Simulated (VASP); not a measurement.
# KTaO3 (Pm-3m) in VASP: a series of runs, part 2 of 3

VASP 6.6.1.

## 3. Dielectric tensor, PBE

This run uses another cell than the first one, of 13.06 Å³/atom, 1.053 times its volume.

File INCAR:

```
PREC = Accurate ; ENCUT = 600
EDIFF = 1E-8 ; ISMEAR = 0
SIGMA = 0.03 ; LREAL = False
LASPH = True ; NELM = 80
ALGO = Fast ; ISIF = 2
LWAVE = False ; LCHARG = False
GGA = PE ; LEPSILON = True
KPAR = 2
```

File KPOINTS:

```
Automatic mesh
0
Monkhorst-Pack
  10 10 10
```

File POSCAR:

```
KTaO3                                   
1.0
    4.0272795944      0.0000000000      0.0000000000
    0.0000000000      4.0272795944      0.0000000000
    0.0000000000      0.0000000000      4.0272795944
  K               Ta              O             
     1     1     3
Direct
     0.5000000000000000    0.5000000000000000    0.5000000000000000
     0.0000000000000000    0.0000000000000000    0.0000000000000000
     0.5000000000000000    0.0000000000000000    0.0000000000000000
     0.0000000000000000    0.5000000000000000    0.0000000000000000
     0.0000000000000000    0.0000000000000000    0.5000000000000000
```

Potentials or basis: VASP PAW PBE potentials, release 64 (K_sv, Ta_pv, O).

Started as:

```sh
cat potpaw_PBE.64/K_sv/POTCAR potpaw_PBE.64/Ta_pv/POTCAR potpaw_PBE.64/O/POTCAR > POTCAR
mpirun -np 2 vasp_std > vasp.out
```

OUTCAR:

```text
PREC = Accurate
   ENCUT = 600
   EDIFF = 1E-8
   ISMEAR = 0
   LREAL = False
   LASPH = True
   NELM = 80
   ISIF = 2
   GGA = PE
   LEPSILON = True

 ion  position               nearest neighbor table
   1  0.500  0.500  0.500-   3 2.85   4 2.85   5 2.85   3 2.85   4 2.85   3 2.85   5 2.85   3 2.85
                             4 2.85   5 2.85   4 2.85   5 2.85   2 3.49   2 3.49   2 3.49   2 3.49
   2  0.000  0.000  0.000-   3 2.01   4 2.01   5 2.01   5 2.01   4 2.01   3 2.01   1 3.49   1 3.49
                             1 3.49   1 3.49   1 3.49   1 3.49   1 3.49   1 3.49
   3  0.500  0.000  0.000-   2 2.01   2 2.01   1 2.85   1 2.85   1 2.85   1 2.85
   4  0.000  0.500  0.000-   2 2.01   2 2.01   1 2.85   1 2.85   1 2.85   1 2.85
   5  0.000  0.000  0.500-   2 2.01   2 2.01   1 2.85   1 2.85   1 2.85   1 2.85

  LATTYP: Found a simple cubic cell.
 ALAT       =     4.0272795944

  Lattice vectors:

 A1 = (   4.0272795944,   0.0000000000,   0.0000000000)
 A2 = (   0.0000000000,   4.0272795944,   0.0000000000)
 A3 = (   0.0000000000,   0.0000000000,   4.0272795944)

Analysis of symmetry for initial positions (statically):
=====================================================================
 Subroutine PRICEL returns:
 Original cell was already a primitive cell.

 Routine SETGRP: Setting up the symmetry group for a
 simple cubic supercell.

 Subroutine GETGRP returns: Found 48 space group operations
 (whereof 48 operations were pure point group operations)
 out of a pool of 48 trial point group operations.

The static configuration has the point symmetry O_h .

Analysis of symmetry for dynamics (positions and initial velocities):
=====================================================================
 Subroutine PRICEL returns:
 Original cell was already a primitive cell.

 Routine SETGRP: Setting up the symmetry group for a
 simple cubic supercell.

 Subroutine GETGRP returns: Found 48 space group operations
 (whereof 48 operations were pure point group operations)
 out of a pool of 48 trial point group operations.

The dynamic configuration has the point symmetry O_h .
[... 826 lines left out ...]
  free energy    TOTEN  =        -0.85876844 eV

  energy without entropy =       -0.85876844

------------------------ aborting loop because EDIFF is reached ----------------------------------------

--------------------------------------- Ionic step        2  -------------------------------------------

------------------------ aborting loop because EDIFF is reached ----------------------------------------

--------------------------------------- Ionic step        3  -------------------------------------------

 Free energy of the ion-electron system (eV)
  ---------------------------------------------------
  ---------------------------------------------------
  free energy    TOTEN  =        -0.85877087 eV

  energy without entropy =       -0.85877087

------------------------ aborting loop because EDIFF is reached ----------------------------------------

 PIEZOELECTRIC TENSOR FIELD DIRECTION 3  (e Angst)
 -----------------------------------------------------------------------------
     0.00519  0.00000 -0.00000           ( -0.00004  0.00000  0.00000)
     0.00000  0.00519  0.00000           (  0.00000 -0.00004  0.00000)
     0.00000 -0.00000 -0.01038           (  0.00000  0.00000  0.00002)

 PIEZOELECTRIC TENSOR FIELD DIRECTION 3  (C/m^2)
 -----------------------------------------------------------------------------
     0.00127  0.00000 -0.00000
     0.00000  0.00127  0.00000
     0.00000 -0.00000 -0.00255

 MACROSCOPIC STATIC DIELECTRIC TENSOR (including local field effects in DFT)
 ------------------------------------------------------
           5.473745     0.000000     0.000000
           0.000000     5.473745    -0.000000
           0.000000    -0.000000     5.473745
 ------------------------------------------------------

 PIEZOELECTRIC TENSOR (including local field effects)  for field in x, y, z        (e  Angst)
          XX          YY          ZZ          XY          YZ          ZX
  --------------------------------------------------------------------------------
  x     0.00000     0.00000     0.00000     0.00000     0.00000     0.00000
  y     0.00000     0.00000     0.00000     0.00000     0.00000     0.00000
  z     0.00000     0.00000     0.00000     0.00000     0.00000     0.00000

 PIEZOELECTRIC TENSOR (including local field effects)  for field in x, y, z        (C/m^2)
          XX          YY          ZZ          XY          YZ          ZX
  --------------------------------------------------------------------------------
  x     0.00000     0.00000     0.00000     0.00000     0.00000     0.00000
  y     0.00000     0.00000     0.00000     0.00000     0.00000     0.00000
  z     0.00000     0.00000     0.00000     0.00000     0.00000     0.00000

 BORN EFFECTIVE CHARGES (including local field effects) (in |e|, cummulative output)
 ---------------------------------------------------------------------------------
 ion    1
    1     1.14849     0.00000    -0.00000
    2     0.00000     1.14849    -0.00000
    3     0.00000    -0.00000     1.14849
 ion    2
    1     8.79250     0.00000     0.00000
    2    -0.00000     8.79250    -0.00000
    3     0.00000     0.00000     8.79250
 ion    3
    1    -6.61776     0.00000     0.00000
    2    -0.00000    -1.66161     0.00000
    3     0.00000     0.00000    -1.66161
 ion    4
    1    -1.66161     0.00000     0.00000
    2     0.00000    -6.61776    -0.00000
    3     0.00000     0.00000    -1.66161
 ion    5
    1    -1.66161     0.00000    -0.00000
    2     0.00000    -1.66161     0.00000
    3    -0.00000    -0.00000    -6.61776
```

Run time: 9.3 min. Hardware: 2 MPI ranks of AMD EPYC 9R45 (Zen 5), shared host; peak memory 0.43 GiB.

Results:

| Property | Result |
| --- | --- |
| Electronic dielectric tensor (diagonal) | 5.47 |
| Born charges (mean of the diagonal) | K +1.15; Ta +8.79; O -3.31 e |

Levels at points of the mesh, in eV from the valence-band top:
| k point | band 16 | band 17 | band 18 | band 19 | band 20 | band 21 | band 22 | band 23 |
| --- | --- | --- | --- | --- | --- | --- | --- | --- |
| (0.05, 0.05, 0.05) | -0.96 | -0.79 | -0.69 | -0.69 | 2.28 | 2.31 | 2.31 | 6.58 |

Electronic dielectric tensor:
```
5.47 0.00 0.00
0.00 5.47 0.00
0.00 0.00 5.47
```

Born effective charge tensors (e):
atom 1, K
```
1.15 0.00 0.00
0.00 1.15 0.00
0.00 0.00 1.15
```
atom 2, Ta
```
8.79 0.00 0.00
0.00 8.79 0.00
0.00 0.00 8.79
```
atom 3, O
```
-6.62  0.00  0.00
 0.00 -1.66  0.00
 0.00  0.00 -1.66
```
atom 4, O
```
-1.66  0.00  0.00
 0.00 -6.62  0.00
 0.00  0.00 -1.66
```
atom 5, O
```
-1.66  0.00  0.00
 0.00 -1.66  0.00
 0.00  0.00 -6.62
```

## 4. Phonons, PBEsol

This run uses another cell than the first one, of 12.70 Å³/atom, 1.023 times its volume.

File POSCAR:

```
KTaO3
1.0
    3.9890690789      0.0000000000      0.0000000000
    0.0000000000      3.9890690789      0.0000000000
    0.0000000000      0.0000000000      3.9890690789
  K               Ta              O
     1     1     3
Direct
     0.5000000000000000    0.5000000000000000    0.5000000000000000
     0.0000000000000000    0.0000000000000000    0.0000000000000000
     0.5000000000000000    0.0000000000000000    0.0000000000000000
     0.0000000000000000    0.5000000000000000    0.0000000000000000
     0.0000000000000000    0.0000000000000000    0.5000000000000000
```

File INCAR.step1:

```
SYSTEM = KTaO3
PREC     = Accurate       ! precision mode
ENCUT    = 600            ! plane-wave cutoff, eV
EDIFF    = 1E-8           ! SCF threshold, eV
ISMEAR   = 0              ! smearing method
SIGMA    = 0.03           ! smearing width, eV
LREAL    = .False.        ! projectors in reciprocal space
LASPH    = .True.         ! aspherical terms in the spheres
NELM     = 80             ! most SCF steps
ALGO     = Normal         ! electronic algorithm
ISIF     = 3              ! what is computed and relaxed
LWAVE    = .False.        ! write WAVECAR
LCHARG   = .False.        ! write CHGCAR
GGA      = PS             ! functional
KPAR     = 2            
IBRION   = 2              ! ionic algorithm
NSW      = 40             ! ionic steps
EDIFFG   = -0.002         ! ionic threshold
```

File INCAR.step2:

```
SYSTEM = KTaO3
PREC     = Accurate       ! precision mode
ENCUT    = 600            ! plane-wave cutoff, eV
EDIFF    = 1E-8           ! SCF threshold, eV
ISMEAR   = 0              ! smearing method
SIGMA    = 0.03           ! smearing width, eV
LREAL    = .False.        ! projectors in reciprocal space
LASPH    = .True.         ! aspherical terms in the spheres
NELM     = 80             ! most SCF steps
ALGO     = Normal         ! electronic algorithm
ISIF     = 2              ! what is computed and relaxed
LWAVE    = .False.        ! write WAVECAR
LCHARG   = .False.        ! write CHGCAR
GGA      = PS             ! functional
KPAR     = 2            
IBRION   = 6              ! ionic algorithm
NFREE    = 2            
POTIM    = 0.015          ! step
NSW      = 1              ! ionic steps
```

File KPOINTS:

```
regular mesh
0
Gamma
  8 8 8
  0 0 0
```

Potentials or basis: VASP PAW PBE potentials, release 64 (K_sv, Ta_pv, O).

Started as:

```sh
cat potpaw_PBE.64/K_sv/POTCAR potpaw_PBE.64/Ta_pv/POTCAR potpaw_PBE.64/O/POTCAR > POTCAR
cp INCAR.step1 INCAR
mpirun -np 2 vasp_std > vasp.out
cp CONTCAR POSCAR
cp INCAR.step2 INCAR
mpirun -np 2 vasp_std > vasp.out
```

OUTCAR:

```text
SYSTEM = KTaO3
   PREC = Accurate
   ENCUT = 600
   EDIFF = 1E-8
   ISMEAR = 0
   LREAL = .False.
   LASPH = .True.
   NELM = 80
   ISIF = 2
   GGA = PS
   IBRION = 6
   NFREE = 2
   POTIM = 0.015
   NSW = 1

 ion  position               nearest neighbor table
   1  0.500  0.500  0.500-   3 2.82   4 2.82   5 2.82   3 2.82   4 2.82   3 2.82   5 2.82   3 2.82
                             4 2.82   5 2.82   4 2.82   5 2.82   2 3.45   2 3.45   2 3.45   2 3.45
   2  0.000  0.000  0.000-   3 1.99   4 1.99   5 1.99   5 1.99   4 1.99   3 1.99   1 3.45   1 3.45
                             1 3.45   1 3.45   1 3.45   1 3.45   1 3.45   1 3.45
   3  0.500  0.000  0.000-   2 1.99   2 1.99   1 2.82   1 2.82   1 2.82   1 2.82
   4  0.000  0.500  0.000-   2 1.99   2 1.99   1 2.82   1 2.82   1 2.82   1 2.82
[... 1200 lines left out ...]
  z     0.00000     0.00000     0.00000     0.00000     0.00000     0.00000

 Eigenvectors and eigenvalues of the dynamical matrix
 ----------------------------------------------------

   1 f  =   16.011750 THz   100.604791 2PiTHz  534.094484 cm-1    66.219247 meV
             X         Y         Z           dx          dy          dz
      1.994535  1.994535  1.994535    -0.009871   -0.000085    0.000000
      0.000000  0.000000  0.000000    -0.016440   -0.000141   -0.000000
      1.994535  0.000000  0.000000     0.838971   -0.003293   -0.000000
      0.000000  1.994535  0.000000    -0.384504    0.007185    0.000000
      0.000000  0.000000  1.994535    -0.384504   -0.003293   -0.000000
[... 105 lines left out ...]
  15 f/i=    0.007181 THz     0.045119 2PiTHz    0.239531 cm-1     0.029698 meV
             X         Y         Z           dx          dy          dz
      1.994535  1.994535  1.994535    -0.091878    0.345673   -0.135952
      0.000000  0.000000  0.000000    -0.196963    0.741032   -0.291446
      1.994535  0.000000  0.000000    -0.058952    0.221694   -0.087191
      0.000000  1.994535  0.000000    -0.058925    0.221795   -0.087191
      0.000000  0.000000  1.994535    -0.058925    0.221694   -0.087231

 ELASTIC MODULI CONTR FROM IONIC RELAXATION (kBar)
 Direction    XX          YY          ZZ          XY          YZ          ZX
 --------------------------------------------------------------------------------
 XX           0.0000      0.0000      0.0000      0.0000      0.0000      0.0000
 YY           0.0000      0.0000      0.0000      0.0000      0.0000      0.0000
 ZZ           0.0000      0.0000      0.0000      0.0000      0.0000      0.0000
 XY           0.0000      0.0000      0.0000      0.0000      0.0000      0.0000
 YZ           0.0000      0.0000      0.0000      0.0000      0.0000      0.0000
 ZX           0.0000      0.0000      0.0000      0.0000      0.0000      0.0000
 --------------------------------------------------------------------------------
```

OSZICAR.step1:

```text
N       E                     dE             d eps       ncg     rms          rms(c)
DAV:   1     0.361178737784E+03    0.36118E+03   -0.22915E+04  1610   0.185E+03
DAV:   2    -0.303857436659E+02   -0.39156E+03   -0.38470E+03  2041   0.479E+02
DAV:   3    -0.499355279187E+02   -0.19550E+02   -0.19507E+02  2113   0.106E+02
DAV:   4    -0.507338002010E+02   -0.79827E+00   -0.79783E+00  2843   0.134E+01
DAV:   5    -0.507385843611E+02   -0.47842E-02   -0.47841E-02  2095   0.994E-01    0.338E+01
DAV:   6    -0.431920367057E+02    0.75465E+01   -0.39281E+01  2028   0.443E+01    0.139E+01
DAV:   7    -0.430030693356E+02    0.18897E+00   -0.21212E+00  2128   0.997E+00    0.894E+00
DAV:   8    -0.429380725156E+02    0.64997E-01   -0.37912E-01  2079   0.535E+00    0.157E+00
DAV:   9    -0.429293703943E+02    0.87021E-02   -0.29823E-02  2123   0.133E+00    0.221E-01
DAV:  10    -0.429284676216E+02    0.90277E-03   -0.83419E-03  2292   0.674E-01    0.481E-02
DAV:  11    -0.429285060545E+02   -0.38433E-04   -0.43173E-04  2187   0.162E-01    0.345E-02
DAV:  12    -0.429285275854E+02   -0.21531E-04   -0.34381E-05  2391   0.459E-02    0.935E-03
DAV:  13    -0.429285265043E+02    0.10810E-05   -0.63894E-06  2062   0.184E-02    0.605E-03
DAV:  14    -0.429285264611E+02    0.43223E-07   -0.54338E-07  2231   0.519E-03    0.702E-04
DAV:  15    -0.429285265128E+02   -0.51697E-07   -0.31846E-08  2062   0.153E-03    0.482E-04
DAV:  16    -0.429285264597E+02    0.53159E-07   -0.47151E-09  1428   0.530E-04    0.488E-05
DAV:  17    -0.429285264584E+02    0.12456E-08   -0.51620E-10  1316   0.157E-04
   1 F= -.42928526E+02 E0= -.42928526E+02  d E =-.429285E+02
```

Run time: 2.3 min. Hardware: 2 MPI ranks of Intel Xeon 6975P-C (Granite Rapids), shared host; peak memory 0.45 GiB.

What came out:

| Quantity | Value |
| --- | --- |
| Highest phonon frequency at Γ, LO-TO splitting left out | 534 cm⁻¹ |

Phonon frequencies in cm⁻¹ (negative: imaginary):
```tsv
q point	frequencies
(0.000, 0.000, 0.000)	0 0 0 88 88 88 182 182 182 257 257 257 534 534 534
```

Caveat: the PAW data sets were made with another functional, which shifts forces and pressure a little. Spin-orbit coupling is left out, which matters for the levels of Ta.

(Continued in part 3 of 3.)
